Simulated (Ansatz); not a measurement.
Simulated powder pattern, Ag Kα, λ = 0.560885 Å (kinematic, ideal powder, no thermal factors, no anomalous dispersion; the 30 strongest lines at most, above 1 %, up to 2θ = 30°):

| 2θ (°) | d (Å) | I/Imax (%) |
|---|---|---|
| 8.52 | 3.776 | 43 |
| 12.06 | 2.670 | 100 |
| 14.78 | 2.180 | 45 |
| 17.09 | 1.888 | 40 |
| 19.12 | 1.689 | 24 |
| 20.96 | 1.541 | 46 |
| 24.25 | 1.335 | 26 |
| 25.75 | 1.259 | 13 |
| 27.17 | 1.194 | 21 |
| 28.52 | 1.138 | 16 |
| 29.82 | 1.090 | 8.8 |

The pattern belongs to a structure relaxed with plane-wave PAW HSE06 (Ansatz code).

The compound is LaAlO3.

Problem. Give the crystal system and the lattice parameters.

Solution. cubic, Pm-3m; a = 3.776 Å.

This is a known high-temperature phase of the composition, computed here at zero pressure and temperature. The cell was relaxed with HSE06 under the symmetry of its start; its stability against distortions is not shown here. Scalar-relativistic: spin–orbit coupling is off unless named, which matters more the heavier the elements.

Potentials: the earlier of the program's two PAW sets.
